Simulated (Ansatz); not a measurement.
An input for Ansatz 0.2.0 (W2C):

input.yaml

```yaml
crystal:
  lattice: { a: 3.07004564, b: 3.07004564, c: 4.678428, alpha: 90.0, beta: 90.0, gamma: 120.0 }
  space_group: 164
  reduce_to_primitive: true
  atoms:
    - { symbol: W, wyckoff: "2d", position: [0.6666666667, 0.3333333333, 0.253669] }
    - { symbol: C, wyckoff: "1a", position: [0.0, 0.0, 0.0] }
hamiltonian:
  xc: pbe
  pseudopotentials: { kind: nc_fr, accuracy: standard }
  dispersion: d2
magnetization:
  noncollinear: true
  spin_orbit: true
kpoints:
  mp_grid: { grid: [10, 10, 6] }
scf:
  occupations: { method: fermi_dirac, width: 0.05 }
  n_extra_bands: 12
output:
  eigenvalues: true
  optics: { e_range: [0, 14], sigma: 0.2, nscf_kmesh: { grid: [13, 13, 8] } }
```

Potentials or basis: PseudoDojo standard.

Command:

```console
$ ansatz run input.yaml --threads 2 --pin off --max-ram 5120MiB --backend cpu --events-out ev --progress --plain --runs-dir out
```

How does this run end?

The run stopped without a result. It printed:

Output:

```text
Error: YAML parse error: error: line 11 column 15: hamiltonian.dispersion: `d2` is not `none`, `rvv10`, `d3bj`, `d3bjatm`, `d4` or a map `{method: …, s8: …, a1: …, a2_bohr: …}` (numbers without units, a2 in bohr) or `{method: …, functional: …}`
  --> <input>:11:15
   |
 9 |   xc: pbe
10 |   pseudopotentials: { kind: nc_fr, accuracy: standard }
11 |   dispersion: d2
   |               ^ hamiltonian.dispersion: `d2` is not `none`, `rvv10`, `d3bj`, `d3bjatm`, `d4` or a map `{method: …, s8: …, a1: …, a2_bohr: …}` (numbers without units, a2 in bohr) or `{method: …, functional: …}`
12 | magnetization:
13 |   noncollinear: true
   |
```
